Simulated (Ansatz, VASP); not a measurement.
## As: VASP beside Ansatz

The input INCAR:

```
SYSTEM = As
  PREC = Accurate
  ENCUT = 520
  EDIFF = 1E-7
  ISMEAR = -1
  SIGMA = 0.05
  LREAL = .False.
  LASPH = .True.
  NELM = 60
  ALGO = Normal
  ISIF = 2
  LWAVE = .False.
  LCHARG = .False.
  GGA = PE
  NBANDS = 12
```

Contents of KPOINTS:

```
Automatic mesh
0
Gamma
  9 9 9
  0 0 0
```

POSCAR

```
As
1.0
    1.8807968987      1.0858785957      3.5140619945
   -1.8807968987      1.0858785957      3.5140619945
    0.0000000000     -2.1717571915      3.5140619945
As
2
Direct
    0.2118200000      0.2247440000      0.2328240000
    0.7755240000      0.7755010000      0.7681290000
```

The input input.yaml:

```yaml
crystal:
  lattice:
    - [1.8807968987, 1.0858785957, 3.5140619945]
    - [-1.8807968987, 1.0858785957, 3.5140619945]
    - [0.0, -2.1717571915, 3.5140619945]
  atoms:
    - { symbol: As, position: [0.21182, 0.224744, 0.232824] }
    - { symbol: As, position: [0.775524, 0.775501, 0.768129] }
hamiltonian:
  xc: pbe
  pseudopotentials: { kind: paw }
kpoints:
  mp_grid: { grid: [9, 9, 9] }
scf:
  occupations: { method: fermi_dirac, width: 0.05 }
output:
  forces: true
  stress: true
  eigenvalues: true
  write_density: true
  write_potential: true
  elf: true
  volumetric_format: npy
```

Change from the starting cell: atoms moved at random, drawn with an rms of 0.05 Å.

Alike in both runs: task single point; functional PBE; k mesh 9 × 9 × 9; occupations fermi-dirac, width 0.05 eV; no spin polarisation.

|  | VASP | Ansatz |
| --- | --- | --- |
| version | VASP 6.6.1 | Ansatz 0.2.0 |
| potentials or method | VASP PAW PBE potentials, release 64 (As) | Ansatz PAW |
| plane-wave cutoff (eV) | 520 | 420 |
| valence electrons in the cell | 10 | 30 |

|  | VASP | Ansatz | Ansatz less VASP |
| --- | --- | --- | --- |
| gap on the k mesh at the Fermi level (eV) | none | none | - |
| pressure (GPa) | 4.7 | 4.3 | -0.34 |
| largest component of the traceless stress (GPa) | 1.37 | 1.34 | -0.034 |
| rms of the force components (eV/Å) | 0.450 | 0.414 | -0.0352 |

Atom by atom the forces differ by 0.037 eV/Å (rms over components). A gap of «none» marks a metal or a gap that the smearing closes. The two sets of potentials don't hold the same shells in valence.
